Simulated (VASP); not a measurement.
A run of VASP 6.6.1 is set up as follows.

The input INCAR:

```
SYSTEM = CdSe
  PREC = Accurate
  ENCUT = 600
  EDIFF = 1E-7
  ISMEAR = 0
  SIGMA = 0.03
  LREAL = .False.
  LASPH = .True.
  NELM = 80
  ALGO = Normal
  ISIF = 3
  LWAVE = .False.
  LCHARG = .False.
  GGA = PS
  IBRION = 2
  NSW = 90
  EDIFFG = -0.005
```

File KPOINTS:

```
regular mesh
0
Gamma
  8 8 8
  0 0 0
```

The input POSCAR:

```
CdSe                                    
1.0
    0.0000000000      3.0462087306      3.0462087306
    3.0462087306      0.0000000000      3.0462087306
    3.0462087306      3.0462087306      0.0000000000
  Cd              Se            
     1     1
Direct
     0.0000000000000000    0.0000000000000000    0.0000000000000000
     0.7500000000000000    0.7500000000000000    0.7500000000000000
```

Potentials or basis: VASP PAW PBE potentials, release 64 (Cd, Se).

Run with:

```bash
$ cat potpaw_PBE.64/Cd/POTCAR potpaw_PBE.64/Se/POTCAR > POTCAR
$ mpirun -np 1 vasp_std > vasp.out
```

**Question.** Estimate the band gap on the k mesh.

**Answer.** 0.47 eV, direct.

Final structure:
```
Cd Se
1.0
     0.00000    3.04621    3.04621
     3.04621    0.00000    3.04621
     3.04621    3.04621    0.00000
Cd Se
1 1
Direct
  0.00000 0.00000 0.00000
  0.75000 0.75000 0.75000
```

Caveat: the relaxation stopped at its first step, so nothing moved.
